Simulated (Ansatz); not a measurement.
## Band structure of Sr

```yaml
crystal:
  lattice:
    - [-2.42500, 2.42500, 2.42500]
    - [2.42500, -2.42500, 2.42500]
    - [2.42500, 2.42500, -2.42500]
  atoms:
    - { symbol: Sr, position: [0.00000, 0.00000, 0.00000] }
```

Structure: COD 9008551, as refined from experiment and not relaxed. It was measured hot, at 887 K.

Theory: DFT, PBE, all-electron LAPW, scalar-relativistic (Ansatz 0.2.0).

Settings: a Γ-centred 12×12×12 k mesh, Fermi–Dirac smearing of 0.05 eV, basis error target 0.25 meV/atom, no spin polarisation.

Points in fractions of the reciprocal vectors of this cell: Γ (0, 0, 0), H (0.5, -0.5, 0.5), N (0, 0, 0.5), P (0.25, 0.25, 0.25). The path joins them by straight lines in the order Γ–H–N–Γ–P–H–P–N; legs that retrace an earlier one aren't tabulated. Energies are in eV from the Fermi level.

Metal or insulator at this level of theory?

No gap opens: metallic or semimetallic.

Tabulate bands 8 to 12, counted from the lowest band of the run, along the path.


```tsv
k (1/Å)	point	band 8	band 9	band 10	band 11	band 12
0.00	Γ	-18.57	-18.57	-3.61	2.32	2.32
0.19		-18.58	-18.58	-3.44	2.24	2.24
0.37		-18.59	-18.59	-2.95	2.09	2.09
0.56		-18.62	-18.62	-2.21	1.60	2.04
0.74		-18.65	-18.65	-1.32	0.88	2.17
0.93		-18.67	-18.67	-0.52	0.34	2.52
1.11		-18.69	-18.69	-0.15	0.01	3.02
1.30	H	-18.70	-18.70	-0.10	-0.10	3.43
1.43		-18.69	-18.69	-0.10	-0.07	2.96
1.56		-18.69	-18.67	-0.07	0.00	2.28
1.69		-18.67	-18.65	-0.06	-0.03	1.92
1.82		-18.66	-18.62	-0.33	0.03	1.80
1.95		-18.64	-18.60	-0.67	0.09	1.48
2.08		-18.63	-18.58	-0.91	0.13	1.27
2.21	N	-18.63	-18.57	-1.00	0.15	1.20
2.34		-18.63	-18.57	-1.27	0.35	1.24
2.47		-18.62	-18.57	-1.80	0.73	1.37
2.60		-18.61	-18.57	-2.37	1.18	1.56
2.74		-18.59	-18.57	-2.88	1.64	1.80
2.87		-18.58	-18.57	-3.27	2.05	2.05
3.00		-18.57	-18.57	-3.52	2.24	2.27
3.13	Γ	-18.57	-18.57	-3.61	2.32	2.32
3.29		-18.57	-18.57	-3.48	2.21	2.21
3.45		-18.58	-18.58	-3.11	1.87	1.87
3.61		-18.59	-18.59	-2.54	1.42	1.42
3.77		-18.60	-18.60	-1.81	0.99	0.99
3.93		-18.62	-18.62	-0.98	0.67	0.67
4.09		-18.64	-18.64	-0.17	0.45	0.45
4.25	P	-18.66	-18.66	0.31	0.31	0.31
4.41		-18.68	-18.62	0.24	0.24	0.28
4.57		-18.69	-18.60	0.18	0.20	0.20
4.73		-18.70	-18.60	0.17	0.17	0.33
4.89		-18.70	-18.62	0.10	0.10	0.83
5.05		-18.70	-18.66	0.01	0.01	1.65
5.21		-18.70	-18.69	-0.07	-0.07	2.69
5.37	H	-18.70	-18.70	-0.10	-0.10	3.43
6.49	P	-18.66	-18.66	0.31	0.31	0.31
6.59		-18.66	-18.64	0.21	0.23	0.43
6.68		-18.65	-18.62	-0.05	0.18	0.57
6.77		-18.65	-18.60	-0.35	0.15	0.73
6.86		-18.64	-18.59	-0.61	0.14	0.90
6.96		-18.64	-18.58	-0.82	0.14	1.05
7.05		-18.63	-18.57	-0.95	0.15	1.16
7.14	N	-18.63	-18.57	-1.00	0.15	1.20
```
